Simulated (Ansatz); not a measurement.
The system is CoO.

```
Co O
1.0
    -1.50800    1.50800    2.10725
     1.50800   -1.50800    2.10725
     1.50800    1.50800   -2.10725
Co O
1 1
Direct
  0.00000 0.00000 0.00000
  0.50000 0.50000 0.00000
```

- Program: Ansatz 0.2.0
- Task: relaxation of cell and atoms
- Functional: PBE
- Potentials or basis: Ansatz PAW
- Cutoff: 420 eV (not typed: the program's choice for these potentials)
- k mesh: 12 × 12 × 12
- Occupations: fermi-dirac, width 0.05 eV
- Spin: collinear spin, ferromagnetic start
- Starting moments: [2.0, 0.0] μB
- Hubbard terms: Co d U = 3 eV

At the start: volume 9.58 Å³/atom.

Question: How do energy, volume and symmetry change on relaxing?

Answer: It ends after 20 steps and the volume is 10.10 Å³/atom (+5.3 %); space group R-3m (No. 166, to 0.05 Å); moment 3.00 μB per cell.

Step by step:
```
step  energy change (eV)  largest force (eV/Å)  volume (Å³)
   1              0.0000                0.0000        19.17
   2             -0.0363                0.0000        19.69
   3             -0.0616                0.0000        20.17
   4             -0.0652                0.0000        20.21
   5             -0.0656                0.0000        20.19
   6             -0.0755                0.0000        20.19
   7             -0.0758                0.0000        20.28
   8             -0.0757                0.0000        20.31
   9             -0.0763                0.0000        20.31
  10             -0.0763                0.0000        20.31
  11             -0.0763                0.0000        20.31
  12             -0.1963                0.0000        20.31
  13             -0.2044                0.0000        20.27
  14             -0.2195                0.0000        20.13
  15             -0.2191                0.0000        20.24
  16             -0.2194                0.0000        20.18
  17             -0.2202                0.0000        20.18
  18             -0.2202                0.0000        20.19
  19             -0.2202                0.0000        20.19
  20             -0.2202                0.0000        20.19
```

Final structure:
```cif
data_structure
_symmetry_space_group_name_H-M 'P 1'
_symmetry_Int_Tables_number 1
_cell_length_a 3.0719
_cell_length_b 3.0419
_cell_length_c 3.0419
_cell_angle_alpha 119.375
_cell_angle_beta 120.324
_cell_angle_gamma 89.977
_cell_volume 20.19
loop_
_atom_site_label
_atom_site_type_symbol
_atom_site_fract_x
_atom_site_fract_y
_atom_site_fract_z
_atom_site_occupancy
Co1 Co 0.00000 0.00000 0.00000 1
O1 O 0.50000 0.50000 0.00000 1
```

Caveat: the magnetic or orbital state may not be the lowest; the plane-wave basis is chosen anew once the cell has moved, so the energies of steps on either side of that aren't comparable; the pressure holds a Pulay correction of +0.7 GPa for the finite cutoff; a cell with one magnetic atom can't hold antiferromagnetic order, which such compounds often take.
